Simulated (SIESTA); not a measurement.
HgTe (Coloradoite) under changes of volume

One of the cells (33.880 Å³/atom); the others are scaled copies at fixed shape and fractional positions:

```
CELL_PARAMETERS angstrom
0.00000 3.23579 3.23579
3.23579 0.00000 3.23579
3.23579 3.23579 0.00000
ATOMIC_POSITIONS crystal
Hg 0.00000 0.00000 0.00000
Te 0.75000 0.75000 0.75000
```

| Property | Result |
| --- | --- |
| Program | SIESTA 5.4.2 |
| Functional | PBE |
| Potentials or basis | PseudoDojo 0.4 standard (PBE files) |
| Basis | DZP (energy shift 0.002 Ry) |
| Grid cutoff | 800 Ry |
| Energy shift | 0.002 Ry |
| k mesh | 7 × 7 × 7 |
| Occupations | fermi-dirac, width 0.05 eV |
| Spin | no spin polarisation |

```csv
volume (Å³/atom),energy over the lowest point (meV/atom),pressure (GPa)
31.223,?,?
31.887,111.32,8.6
32.551,78.92,7.1
33.880,29.77,4.8
34.544,12.48,3.6
35.208,0.00,2.7
```

Problem. What does the run at 31.223 Å³/atom give?

Solution. Energy over the lowest point 150.45 meV/atom; pressure 10.3 GPa.

Worked out: A Birch-Murnaghan fit of order 3 (a polynomial in V^(-2/3)) to the other rows has no minimum within the range. It gives 149.12 meV/atom at 31.223 Å³/atom, against the run's 150.45, and -dE/dV = 9.8 GPa, against 10.3.

Energies are extrapolated to zero smearing.

Caveats: semicore shells carry a single zeta, which can move pressures by several GPa and volumes by a few percent; the basis of atomic orbitals isn't converged, which shifts pressures, moduli and gaps.
